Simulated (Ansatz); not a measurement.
Input and command of a plane-wave DFT calculation in Ansatz:

```yaml
crystal:
  lattice:
    - [0.0, 1.8610788282, 1.9590303455]
    - [1.8610788282, 0.0, 1.9590303455]
    - [1.8610788282, 1.8610788282, 0.0]
  atoms:
    - { symbol: Pt, position: [0.0, 0.0, 0.0] }
basis:
  ecutwfc: 420
kpoints:
  mp_grid: { grid: [26, 26, 26] }
hamiltonian:
  xc: pbesol
scf:
  occupations: { method: gaussian, width: 0.15 }
output:
  forces: true
  stress: true
  eigenvalues: true
```

```bash
ansatz run input.yaml --threads 2 --pin off --max-ram 5120MiB --backend cpu --events-out ev --progress --plain --runs-dir out
```

Processor: Intel(R) Xeon(R) Platinum 8375C CPU @ 2.90GHz (Ice Lake), 2 threads, on a host shared with other jobs.

Q: Estimate time, memory and problem size.

A: About 6.6 s on 2 threads of Intel(R) Xeon(R) Platinum 8375C CPU @ 2.90GHz (Ice Lake), on a shared host, peak memory 0.55 GiB. It solves 13 bands at 1330 k points (the mesh reduced by symmetry) with about 267 plane waves, in 6 SCF iterations.
